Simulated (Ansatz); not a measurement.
# PbS: stress in a strained cell

PbS is deformed so: equal xx and yy strain of -2 %. What stress and forces result, by LAPW, PAW and all-electron datasets made for the crystal?

Method: DFT LDA, scalar-relativistic, in Ansatz 0.2.0.

2 further runs of the same task are left out: 2 set aside as unsound or not needed.

## (1) The system as given

Symmetry: Fm-3m, No. 225, cubic system. Conventional cell: a = 5.930 Å, b = 5.930 Å, c = 5.930 Å, α = 90.00°, β = 90.00°, γ = 90.00°. Pb (site symmetry m-3m) is surrounded by 6 S at 2.96 Å. S (site symmetry m-3m) has 6 Pb at 2.96 Å as nearest neighbours.

Coordinates:

```
Pb S
1.0
     0.00000    2.96500    2.96500
     2.96500    0.00000    2.96500
     2.96500    2.96500    0.00000
Pb S
1 1
Direct
  0.00000 0.00000 0.00000
  0.50000 0.50000 0.50000
```

Atoms are numbered in the order of the input: Pb1, S2.

## (2) After the deformation

Space group Fm-3m before, I4/mmm after.

## (3) Full-potential LAPW

Input file input.yaml:

```yaml
crystal:
  lattice:
    - [0.0, 2.9057, 2.965]
    - [2.9057, 0.0, 2.965]
    - [2.9057, 2.9057, 0.0]
  atoms:
    - { symbol: Pb, position: [0.0, 0.0, 0.0] }
    - { symbol: S, position: [0.5, 0.5, 0.5] }
kpoints:
  mp_grid: { grid: [7, 7, 7] }
  band_path:
    path:
      - [0.0, 0.0, 0.0]
      - [0.0, 0.5, 0.5]
      - [0.25, 0.75, 0.5]
      - [0.0, 0.5, 0.0]
      - [0.0, 0.0, 0.0]
      - [0.5, 0.5, 0.0]
      - [0.37005, 0.62995, 0.0]
      - [-0.37005, 0.37005, 0.0]
      - [0.0, 0.0, 0.0]
    npoints: 5
scf:
  occupations: { method: fermi_dirac, width: 0.01 }
hamiltonian:
  xc: lda
  pseudopotentials: { kind: all_electron, lapw: { basis_error: 0.00025 } }
output:
  forces: true
  stress: true
  eigenvalues: true
```

The run is started by

```console
ansatz run input.yaml --threads 1 --pin off --max-ram 3072MiB --backend cpu --events-out ev --progress --plain --runs-dir out
```

## (4) PAW on the default files

Input file input.yaml:

```yaml
crystal:
  lattice:
    - [0.0, 2.9057, 2.965]
    - [2.9057, 0.0, 2.965]
    - [2.9057, 2.9057, 0.0]
  atoms:
    - { symbol: Pb, position: [0.0, 0.0, 0.0] }
    - { symbol: S, position: [0.5, 0.5, 0.5] }
kpoints:
  mp_grid: { grid: [7, 7, 7] }
scf:
  occupations: { method: fermi_dirac, width: 0.01 }
hamiltonian:
  xc: lda
  pseudopotentials: { kind: paw }
output:
  forces: true
  stress: true
  eigenvalues: true
  efg: { contact_densities: true }
```

## (5) Datasets made for this crystal

Edit input.yaml of step 4 so:

```diff
@@ -14,3 +14,3 @@
   xc: lda
-  pseudopotentials: { kind: paw }
+  pseudopotentials: { kind: all_electron, datasets: crystal }
 output:
```

(Steps that only read results are left out.)

Q: Predict the outcome of this session. Wanted: pressure; largest shear or deviatoric stress.

As calculated:

```
                                 quantity                                              value
                                 pressure  LAPW -0.18, PAW -0.19, crystal datasets -0.18 GPa
largest shear or deviatoric stress (LAPW)                                           1.86 GPa
```

In words: Against the undeformed cell the largest change of stress is +3.35 GPa, in the xx component (others tie with it), with the atoms carried along and not relaxed. PAW: stress within 0.01 GPa of LAPW. Crystal datasets: stress within 0.01 GPa of LAPW. Spin-orbit coupling is left out, though the cell holds Pb; in elements this heavy it can shift bands and gaps by tenths of an eV.

These are semilocal Kohn-Sham gaps, which aren't the measured quantity. Such gaps usually fall short of the measured ones; spin-orbit coupling, left out here, narrows gaps with Pb, so the two errors partly cancel.
